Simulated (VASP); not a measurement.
# BN (P6_3/mmc) in VASP: a series of runs

The runs below take BN through single point, with PBEsol.

All numbers are computed with VASP 6.6.1; they aren't measurements. Logs are shortened: lines on timing, memory, paths and dates and some standing lists are left out, and cuts for length are marked.

### 1 Starting point

Symmetry: P6_3/mmc, No. 194, hexagonal system. The conventional cell has a = 2.447 Å, b = 2.447 Å, c = 6.500 Å, α = 90.00°, β = 90.00°, γ = 120.00°. N (site symmetry -6m2) is surrounded by 3 B at 1.41 Å. Around B (site symmetry -6m2) lie 3 N at 1.41 Å.

### 2 Single point, PBEsol

INCAR

```
SYSTEM = BN
ALGO     = Normal         ! electronic algorithm
EDIFF    = 1E-6           ! SCF threshold, eV
ENCUT    = 520            ! plane-wave cutoff, eV
GGA      = PS             ! functional
ISIF     = 2              ! what is computed and relaxed
ISMEAR   = -1             ! smearing method
LASPH    = .TRUE.         ! aspherical terms in the spheres
LCHARG   = .TRUE.         ! write CHGCAR
LELF     = .TRUE.         ! ELF
LREAL    = .FALSE.        ! projectors in reciprocal space
LVHAR    = .TRUE.       
LWAVE    = .FALSE.        ! write WAVECAR
NBANDS   = 16             ! bands
NELM     = 100            ! most SCF steps
PREC     = Accurate       ! precision mode
SIGMA    = 0.05           ! smearing width, eV
```

KPOINTS

```
k-points
0
G
  12 12 4
  0 0 0
```

POSCAR

```
BN
1.0
    2.4472412002      0.0000000000      0.0000000000
   -1.2236206001      2.1193730486      0.0000000000
    0.0000000000      0.0000000000      6.5002395416
N B
2 2
Direct
    0.6666666667      0.3333333333      0.2500000000
    0.3333333333      0.6666666667      0.7500000000
    0.6666666667      0.3333333333      0.7500000000
    0.3333333333      0.6666666667      0.2500000000
```

Potentials or basis: VASP PAW PBE potentials, release 64 (N, B).

Started as:

```bash
$ cat potpaw_PBE.64/N/POTCAR potpaw_PBE.64/B/POTCAR > POTCAR
$ mpirun -np 1 vasp_std > vasp.out
```

OUTCAR:

```text
SYSTEM = BN
   EDIFF = 1E-6
   ENCUT = 520
   GGA = PS
   ISIF = 2
   ISMEAR = -1
   LASPH = .TRUE.
   LREAL = .FALSE.
   NELM = 100
   PREC = Accurate

 ion  position               nearest neighbor table
   1  0.667  0.333  0.250-   4 1.41   4 1.41   4 1.41
   2  0.333  0.667  0.750-   3 1.41   3 1.41   3 1.41
   3  0.667  0.333  0.750-   2 1.41   2 1.41   2 1.41
   4  0.333  0.667  0.250-   1 1.41   1 1.41   1 1.41

  LATTYP: Found a hexagonal cell.
 ALAT       =     2.4472412002
 C/A-ratio  =     2.6561499296

  Lattice vectors:

 A1 = (   2.4472412002,   0.0000000000,   0.0000000000)
 A2 = (  -1.2236206001,   2.1193730486,   0.0000000000)
 A3 = (   0.0000000000,   0.0000000000,   6.5002395416)

Analysis of symmetry for initial positions (statically):
=====================================================================
 Subroutine PRICEL returns:
 Original cell was already a primitive cell.

 Routine SETGRP: Setting up the symmetry group for a
 hexagonal supercell.

 Subroutine GETGRP returns: Found 24 space group operations
 (whereof 12 operations were pure point group operations)
 out of a pool of 24 trial point group operations.

The static configuration has the point symmetry D_3d.
 The point group associated with its full space group is D_6h.

Analysis of symmetry for dynamics (positions and initial velocities):
=====================================================================
 Subroutine PRICEL returns:
 Original cell was already a primitive cell.

 Routine SETGRP: Setting up the symmetry group for a
 hexagonal supercell.

 Subroutine GETGRP returns: Found 24 space group operations
 (whereof 12 operations were pure point group operations)
 out of a pool of 24 trial point group operations.

The dynamic configuration has the point symmetry D_3d.
 The point group associated with its full space group is D_6h.

 Subroutine INISYM returns: Found 24 space group operations
 (whereof 12 operations are pure point group operations),
 and found     1 'primitive' translations

----------------------------------------------------------------------------------------

                                     Primitive cell

  volume of cell :      33.7143

  direct lattice vectors                    reciprocal lattice vectors
     2.447241200  0.000000000  0.000000000     0.408623392  0.235918825  0.000000000
[... 86 lines left out ...]
   LSORBIT =      F    spin-orbit coupling
   LASPH  =      T    aspherical Exc in radial PAW
   ENCUT  =  520.0 eV  38.22 Ry    6.18 a.u.   4.55  4.55 12.09*2*pi/ulx,y,z
   NELM   =    100;   NELMIN=  2; NELMDL= -5     # of ELM steps
   EDIFF  = 0.1E-05   stopping-criterion for ELM
   LREAL  =      F    real-space projection
   EDIFFG = 0.1E-04   stopping-criterion for IOM
   NSW    =      0    number of steps for IOM
   IBRION =     -1    ionic relax: 0-MD 1-quasi-New 2-CG
   NFREE  =      0    steps in history (QN), initial steepest desc. (CG)
   ISIF   =      2    stress and relaxation
   ISYM   =      2    0-nonsym 1-usesym 2-fastsym
   POTIM  = 0.5000    time-step for ionic-motion
   TEBEG  =    0.0;   TEEND  =   0.0 temperature during run
   PSTRESS=    0.0 pullay stress
   NELECT =      16.0000    total number of electrons
   NUPDOWN=      -1.0000    fix difference up-down
   EMIN   =  10.00;   EMAX   =-10.00  energy-range for DOS
   EFERMI =   0.00;   METHOD = LEGACY
   ISMEAR =    -1;   SIGMA  =   0.05  broadening in eV -4-tet -1-fermi 0-gaus
   EFERMI_NEDOS =   21; number of points for ismear=-14 and -15
   IALGO  =     38    algorithm
   IMIX   =      4    mixing-type and parameters
     AMIX     =   0.40;   BMIX     =  1.00
     AMIX_MAG =   1.60;   BMIX_MAG =  1.00
  volume/ion in A,a.u.               =       8.43        56.88
  Fermi-wavevector in a.u.,A,eV,Ry     =   1.276959  2.413103 22.185993  1.630624
  Thomas-Fermi vector in A             =   2.409586
   LORBIT       =      0    0 simple, 1 ext, 2 COOP (PROOUT), +10 PAW based schemes
   GGA     = PS    functional components
   LHFCALC =     F    Hartree Fock is set to
   AEXX    =    0.0000 exact exchange contribution
   IVDW    =     0    specifies the selected vdW correction
   LEPSILON=     F    determine dielectric tensor
   LRPA    =     F    only Hartree local field effects (RPA)
 non-spin polarized calculation
  energy-cutoff  :      520.00
  volume of cell :       33.71
 maximum number of plane-waves:       934
   NGX =  9   NGY =  9   NGZ = 25

 number of electron      16.0000001 magnetization

 Free energy of the ion-electron system (eV)
  ---------------------------------------------------
  ext. energy  EPLUGINS =         0.00000000
  ---------------------------------------------------
  free energy    TOTEN  =       -36.41689379 eV

  energy without entropy =      -36.41689379  energy(sigma->0) =      -36.41689379

 E-fermi :   3.8086     XC(G=0): -10.5903

 val. band max:        2.6644348990   @ k =   0.3333   0.3333   0.5000
 cond. band min:       6.9025851120   @ k =   0.5000   0.0000   0.0000
 fundamental gap:      4.2381502130
 Fermi energy:         3.8086316708

 k-point     1 :       0.0000    0.0000    0.0000
  band No.  band energies     occupation
      1     -15.5315      2.00000
      2     -15.1828      2.00000
      3      -4.0759      2.00000
      4      -1.7143      2.00000
      5       1.4473      2.00000
      6       1.4473      2.00000
[... 433 lines left out ...]
      3      -4.3657      2.00000
      4      -4.2976      2.00000
      5      -0.9716      2.00000
      6      -0.9229      2.00000
[... 8 lines left out ...]
     15      20.1528      0.00000
     16      22.2973      0.00000

 [... further k-points ...]
[... 5 lines left out ...]
  --------------------------------------------------------------------------------------
  -------------------------------------------------------------------------------------
  Total        6.0750871      6.0750871      0.3122472      0.0000000      0.0000000      0.0000000
  in kB      288.7018379    288.7018380     14.8386908      0.0000000      0.0000000      0.0000000
  external PRESSURE =     197.4141222 kB  Pullay stress =       0.0000000 kB

 VOLUME and BASIS-vectors are now :
 -----------------------------------------------------------------------------
  energy-cutoff  :      520.00
  volume of cell :       33.71
      direct lattice vectors                 reciprocal lattice vectors
     2.447241200  0.000000000  0.000000000     0.408623392  0.235918825  0.000000000
    -1.223620600  2.119373049  0.000000000     0.000000000  0.471837651  0.000000000
     0.000000000  0.000000000  6.500239542     0.000000000  0.000000000  0.153840484

 POSITION                                       TOTAL-FORCE (eV/Angst)
 -----------------------------------------------------------------------------------
      1.22362      0.70646      1.62506        -0.000000      0.000000      0.000000
     -0.00000      1.41292      4.87518        -0.000000     -0.000000      0.000000
      1.22362      0.70646      4.87518         0.000000     -0.000000      0.000000
     -0.00000      1.41292      1.62506        -0.000000      0.000000      0.000000
 -----------------------------------------------------------------------------------
    total drift:                                0.000000     -0.000000      0.000000

  FREE ENERGIE OF THE ION-ELECTRON SYSTEM (eV)
  ---------------------------------------------------
  free  energy   TOTEN  =       -36.4168937911 eV

  energy  without entropy=      -36.4168937911  energy(sigma->0) =      -36.41689379
```

OSZICAR:

```text
N       E                     dE             d eps       ncg     rms          rms(c)
DAV:   1     0.515600710204E+02    0.51560E+02   -0.82321E+03  1824   0.939E+02
DAV:   2    -0.370036440207E+02   -0.88564E+02   -0.80390E+02  2528   0.229E+02
DAV:   3    -0.403017916906E+02   -0.32981E+01   -0.32851E+01  2384   0.436E+01
DAV:   4    -0.403205895073E+02   -0.18798E-01   -0.18796E-01  2224   0.365E+00
DAV:   5    -0.403207518316E+02   -0.16232E-03   -0.16232E-03  2384   0.320E-01    0.117E+01
DAV:   6    -0.368843016463E+02    0.34365E+01   -0.50136E+00  2352   0.173E+01    0.540E+00
DAV:   7    -0.365091898898E+02    0.37511E+00   -0.64873E-01  2400   0.587E+00    0.324E+00
DAV:   8    -0.364205196497E+02    0.88670E-01   -0.22192E-01  2264   0.325E+00    0.458E-01
DAV:   9    -0.364162873864E+02    0.42323E-02   -0.14347E-02  2048   0.983E-01    0.198E-01
DAV:  10    -0.364168226871E+02   -0.53530E-03   -0.90893E-04  2144   0.240E-01    0.281E-02
DAV:  11    -0.364168843540E+02   -0.61667E-04   -0.55548E-05  2192   0.585E-02    0.220E-02
DAV:  12    -0.364168937633E+02   -0.94093E-05   -0.18121E-05  2040   0.289E-02    0.171E-03
DAV:  13    -0.364168937911E+02   -0.27732E-07   -0.40291E-07  1856   0.526E-03
   1 F= -.36416894E+02 E0= -.36416894E+02  d E =-.115884E-10
```

Wall time 13 s (1 thread of Intel Xeon 6975P-C (Granite Rapids), shared host); peak memory 0.14 GiB.

Results:

* Free energy: -36.4169 eV
* Pressure: 19.7 GPa
* Band gap on the k mesh: 4.24 eV, indirect (least direct gap 4.70 eV)

Stress tensor (GPa, compression positive):
```
28.87  0.00  0.00
 0.00 28.87  0.00
 0.00  0.00  1.48
```

Caveat: so large a pressure means that the cell lies far from this level's equilibrium, or that cutoff or potentials fall short; the potentials were made for another functional, which shifts forces and pressure; this functional lacks dispersion, which binds the layers, so the pressure and a relaxed spacing across them are unreliable. PBEsol gaps usually lie below the measured ones, often by a third to a half.

### 3 Single point, PBEsol

This run uses another cell than the first one, of 8.97 Å³/atom, 1.064 times its volume.

INCAR

```
PREC = Accurate
ENCUT = 520
EDIFF = 1E-6
ISMEAR = -1
SIGMA = 0.05
LREAL = F
LASPH = T
NELM = 100
ALGO = Normal
ISIF = 2
LWAVE = F
LCHARG = F
GGA = PS
NBANDS = 16
```

KPOINTS

```
Automatic mesh
0
Gamma
  12 12 4
```

POSCAR

```
BN
1.0
    2.4982400000      0.0000000000      0.0000000000
   -1.2491200000      2.1635393048      0.0000000000
    0.0000000000      0.0000000000      6.6357000000
N B
2 2
Direct
    0.6666666667      0.3333333333      0.2500000000
    0.3333333333      0.6666666667      0.7500000000
    0.6666666667      0.3333333333      0.7500000000
    0.3333333333      0.6666666667      0.2500000000
```

Potentials or basis: VASP PAW PBE potentials, release 64 (N, B).

Started as:

```bash
$ cat potpaw_PBE.64/N/POTCAR potpaw_PBE.64/B/POTCAR > POTCAR
$ mpirun -np 1 vasp_std > vasp.out
```

Run time: 17 s. Hardware: 1 thread of Intel Xeon 6975P-C (Granite Rapids), shared host; peak memory 0.16 GiB.

Results (log left out):

- Free energy: -36.5629 eV
- Pressure: 2.5 GPa
- Band gap on the k mesh: 4.18 eV, indirect (least direct gap 4.60 eV)

Stress tensor (GPa, compression positive):
```
3.29 0.00 0.00
0.00 3.29 0.00
0.00 0.00 0.80
```

Levels at points of the mesh, in eV from the valence-band top:
| k point | band 5 | band 6 | band 7 | band 8 | band 9 | band 10 | band 11 | band 12 |
| --- | --- | --- | --- | --- | --- | --- | --- | --- |
| (0.00, 0.00, 0.00) | -1.30 | -1.30 | -1.26 | -1.26 | 5.06 | 10.21 | 11.56 | 11.56 |
| (0.50, 0.00, 0.00) | -4.14 | -4.08 | -1.47 | -0.44 | 4.18 | 5.61 | 9.51 | 9.97 |
| (0.00, 0.00, 0.50) | -1.28 | -1.28 | -1.28 | -1.28 | 7.48 | 7.48 | 11.63 | 11.63 |
| (0.50, 0.00, 0.50) | -4.11 | -4.11 | -0.93 | -0.93 | 4.66 | 4.66 | 9.93 | 9.93 |

Caveat: the PAW data sets were made with another functional, which shifts forces and pressure a little; this functional lacks dispersion, which binds the layers, so the pressure and a relaxed spacing across them are unreliable. A k mesh can miss the band edges.
